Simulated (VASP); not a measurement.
## A VASP 6.6.1 single-point calculation on SnTe

INCAR

```
ISIF = 2
IBRION = -1
ENCUT = 520
NSW = 0
ISMEAR = -1
NBANDS = 17
EDIFF = 1E-7
LCHARG = .FALSE.
LREAL = Auto
LWAVE = .FALSE.
GGA = PE
LASPH = .TRUE.
SIGMA = 0.02
PREC = Accurate
ALGO = VeryFast
NELM = 61
```

KPOINTS

```
KPOINTS created by Atomic Simulation Environment
0
Gamma
8 8 8
0 0 0
```

POSCAR

```
Sn Te
 1.0000000000000000
     0.0000000000000000    3.1574370420000002    3.1913990980000002
     3.1574370420000002    0.0000000000000000    3.1913990980000002
     3.1574370420000002    3.1574370420000002    0.0000000000000000
 Sn  Te
   1   1
Cartesian
  0.0000000000000000  0.0000000000000000  0.0000000000000000
  3.1574370419999997  3.1574370419999997  3.1913990979999998
```

The recommended PBE PAW datasets give the neutral cell 20 valence electrons.

Command

```
mpirun -np 1 vasp_std
```

OSZICAR

```
N       E                     dE             d eps       ncg     rms          rms(c)
RMM:   1     0.235193055907E+02    0.23519E+02   -0.81124E+03  1003   0.117E+03
RMM:   2    -0.178062150418E+02   -0.41326E+02   -0.21865E+03  1003   0.270E+02
RMM:   3    -0.536535248610E+01    0.12441E+02   -0.31182E+02  1003   0.126E+02
RMM:   4    -0.909279658852E+01   -0.37274E+01   -0.70085E+01  1003   0.594E+01
RMM:   5    -0.148274966927E+02   -0.57347E+01   -0.91080E+01  1003   0.448E+01
RMM:   6    -0.180044300457E+02   -0.31769E+01   -0.36521E+02  1003   0.610E+01
RMM:   7    -0.185288549276E+02   -0.52442E+00   -0.45869E+02  1003   0.760E+01
RMM:   8    -0.220856255417E+02   -0.35568E+01   -0.44969E+02  1003   0.720E+01
RMM:   9    -0.633959254373E+01    0.15746E+02   -0.16800E+02  3438   0.100E+02
RMM:  10    -0.740975027007E+01   -0.10702E+01   -0.45181E+00  3503   0.696E+00
RMM:  11    -0.758548950966E+01   -0.17574E+00   -0.46861E-01  3406   0.193E+00
RMM:  12    -0.760396957426E+01   -0.18480E-01   -0.16521E-01  3490   0.854E-01    0.450E+00
RMM:  13    -0.755096450369E+01    0.53005E-01   -0.11123E-01  2778   0.171E+00    0.273E+00
RMM:  14    -0.755339917621E+01   -0.24347E-02   -0.61731E-02  2705   0.934E-01    0.720E-01
RMM:  15    -0.755307403761E+01    0.32514E-03   -0.82099E-03  2816   0.839E-01    0.630E-02
RMM:  16    -0.755311805699E+01   -0.44019E-04   -0.20807E-03  3047   0.297E-01    0.504E-02
RMM:  17    -0.755315658054E+01   -0.38524E-04   -0.41619E-04  3051   0.165E-01    0.383E-02
RMM:  18    -0.755316768389E+01   -0.11103E-04   -0.10220E-04  3132   0.736E-02    0.116E-02
RMM:  19    -0.755316916529E+01   -0.14814E-05   -0.18831E-05  3254   0.416E-02    0.339E-03
RMM:  20    -0.755316923326E+01   -0.67972E-07   -0.55666E-06  3272   0.184E-02    0.151E-03
RMM:  21    -0.755316899526E+01    0.23801E-06   -0.78863E-07  2512   0.520E-03    0.882E-04
RMM:  22    -0.755316897070E+01    0.24557E-07   -0.16712E-07  1858   0.271E-03
   1 F= -.75531690E+01 E0= -.75530080E+01  d E =-.321842E-03
```

From OUTCAR

```
k-points           NKPTS =     59   k-points in BZ     NKDIM =     59   number of bands    NBANDS=     17

   NELECT =      20.0000    total number of electrons

   dimension x,y,z NGX =    36 NGY =   36 NGZ =   36
   dimension x,y,z NGXF=    72 NGYF=   72 NGZF=   72

  energy-cutoff  :      520.00
  volume of cell :       63.63
      direct lattice vectors                 reciprocal lattice vectors
     0.000000000  3.157437042  3.191399098    -0.158356285  0.158356285  0.156671098
     3.157437042  0.000000000  3.191399098     0.158356285 -0.158356285  0.156671098
     3.157437042  3.157437042  0.000000000     0.158356285  0.158356285 -0.156671098

 k-points in reciprocal lattice and weights: KPOINTS created by Atomic Simulation Env
   0.00000000  0.00000000  0.00000000       0.002
   0.12500000 -0.00000000  0.00000000       0.016
   0.25000000 -0.00000000  0.00000000       0.016
   0.37500000 -0.00000000  0.00000000       0.016
   0.50000000 -0.00000000  0.00000000       0.008
   0.12500000  0.12500000  0.00000000       0.004
   0.25000000  0.12500000  0.00000000       0.016
   0.37500000  0.12500000  0.00000000       0.016
   ...

 E-fermi :   6.7906

 k-point     1 :       0.0000    0.0000    0.0000
  band No.  band energies     occupation
      1     -15.1566      2.00000
      2     -15.1526      2.00000
      3     -15.1507      2.00000
      4     -15.1507      2.00000
      5     -15.1476      2.00000
      6      -5.9335      2.00000
      7       2.0018      2.00000
      8       4.6099      2.00000
      9       4.6099      2.00000
     10       4.7243      2.00000
     11       9.8904      0.00000
     12      10.1453      0.00000
     13      10.1453      0.00000
     14      11.4773      0.00000
     15      11.5531      0.00000
     16      11.5531      0.00000
     17      13.5636      0.00000

 k-point     2 :       0.1250   -0.0000    0.0000
  band No.  band energies     occupation
      1     -15.1571      2.00000
      2     -15.1533      2.00000
      3     -15.1503      2.00000
      4     -15.1499      2.00000
      5     -15.1469      2.00000
      6      -5.8053      2.00000
      7       1.3337      2.00000
      8       4.6391      2.00000
      9       4.7005      2.00000
     10       5.1150      2.00000
     11       9.2585      0.00000
     12       9.4702      0.00000
     13       9.4936      0.00000
     14      11.4724      0.00000
     15      11.8522      0.00000
     16      14.5860      0.00000
     17      51.0116      0.00000

 k-point     3 :       0.2500   -0.0000    0.0000
  band No.  band energies     occupation
      1     -15.1585      2.00000
      2     -15.1552      2.00000
      3     -15.1495      2.00000
      4     -15.1475      2.00000
      5     -15.1450      2.00000
      6      -5.4452      2.00000
      7       0.1043      2.00000
      8       4.7375      2.00000
      9       4.7703      2.00000
     10       5.7821      2.00000
     11       8.2195      0.00000
     12       8.3726      0.00000
     13       8.4220      0.00000
     14      11.8916      0.00000
     15      12.7156      0.00000
     16      12.7276      0.00000
     17      41.1883      0.00000

 ...

  Total        0.7240491      0.7240491      0.2247553      0.0000000     -0.0000000     -0.0000000
  in kB       18.2304784     18.2304784      5.6590034      0.0000000     -0.0000000     -0.0000000
  external PRESSURE =      14.0399867 kB  Pullay stress =       0.0000000 kB

 POSITION                                       TOTAL-FORCE (eV/Angst)
 -----------------------------------------------------------------------------------
      0.00000      0.00000      0.00000         0.000000      0.000000     -0.000000
      3.15744      3.15744      3.19140        -0.000000     -0.000000      0.000000
 -----------------------------------------------------------------------------------
    total drift:                               -0.000000      0.000000      0.000000

  FREE ENERGIE OF THE ION-ELECTRON SYSTEM (eV)
  ---------------------------------------------------
  free  energy   TOTEN  =        -7.5531689707 eV

  energy  without entropy=       -7.5528471292  energy(sigma->0) =       -7.55300805
```

It converged. Results: gap between bands v and c on the k mesh 0.05 eV; least direct gap on the k mesh 0.05 eV; pressure 1.4 GPa. Band v is the last that the valence electrons fill when counted band by band, and c is the next.

For comparison, a separate PBE run of the intended cell, on usual settings and not on those above, gives a gap of 0.05 eV on its mesh and a pressure of 1.5 GPa.

The run above took about 1.7 min on one core of a shared host (Intel Xeon Platinum 8488C) and held 0.22 GiB at most.
